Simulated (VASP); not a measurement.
The system is CsH.

```xyz
2
Lattice="0.0000 3.4952 3.4952 3.4952 0.0000 3.4952 3.4952 3.4952 0.0000" Properties=species:S:1:pos:R:3 pbc="T T T"
Cs    0.0000    0.0000    0.0000
H     1.7476    1.7476    1.7476
```

The cell was built by a generator and needn't be a form met in nature.

Base run:

| Quantity | Value |
| --- | --- |
| Program | VASP 6.6.1 |
| Functional | HSE06 |
| Potentials or basis | VASP PAW PBE potentials, release 64 (Cs_sv, H) |
| Cutoff | 520 eV |
| k mesh | 4 × 4 × 4 |
| Occupations | gaussian, width 0.01 eV |
| Spin | no spin polarisation |

Its results: band gap on the k mesh 3.78 eV, indirect (least direct gap 3.81 eV); pressure 0.0 GPa.

**Question.** The run is repeated on the same cell with these changes: functional from HSE06 to PBEsol. What comes out?

**Answer.** Band gap on the k mesh 2.77 eV, indirect (least direct gap 2.81 eV); pressure -0.4 GPa.

HSE06 gives the wider gap, since exact exchange removes part of the self-interaction.

Caveats: the PAW data sets were made with another functional, which shifts forces and pressure a little; spin-orbit coupling is left out, which moves the levels of the heavy elements.

A k mesh can miss the band edges.

Not every run made on this cell is shown here.
